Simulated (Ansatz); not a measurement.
**Pt: computed properties**

Theory: DFT PBE, scalar-relativistic, plane waves, PAW in Ansatz 0.2.0.

Cutoff 420 eV; k points 18×18×18 on the computed 1-atom cell (Γ-centred); Gaussian smearing, width 0.10 eV; no spin polarisation.

The structure is relaxed at this level of theory with its symmetry kept.

Space group Fm-3m (No. 225). a = 3.970 Å, b = 3.970 Å, c = 3.970 Å, α = 90.00°, β = 90.00°, γ = 90.00°
```tsv
atom	site	symmetry	x	y	z
Pt	4a	m-3m	0.0000	0.0000	0.0000
```

```json
{
 "Space group": "Fm-3m (No. 225)",
 "Volume per atom": "15.64 Å³",
 "Formation energy from the elements' standard states (uncorrected)": "+0.007 eV/atom",
 "Kohn–Sham band gap": "none (metal)",
 "Density of states at the Fermi level": "2.26 states/eV per cell",
 "Löwdin character within 0.5 eV of the Fermi level": "Pt 5d 96 %",
 "Bulk modulus": "248 GPa",
 "Its pressure derivative": "5.4",
 "Bader charges (e)": "Pt (1 in the cell) 0.00"
}
```

Spin-orbit coupling is left out, which matters for the bands of heavy elements.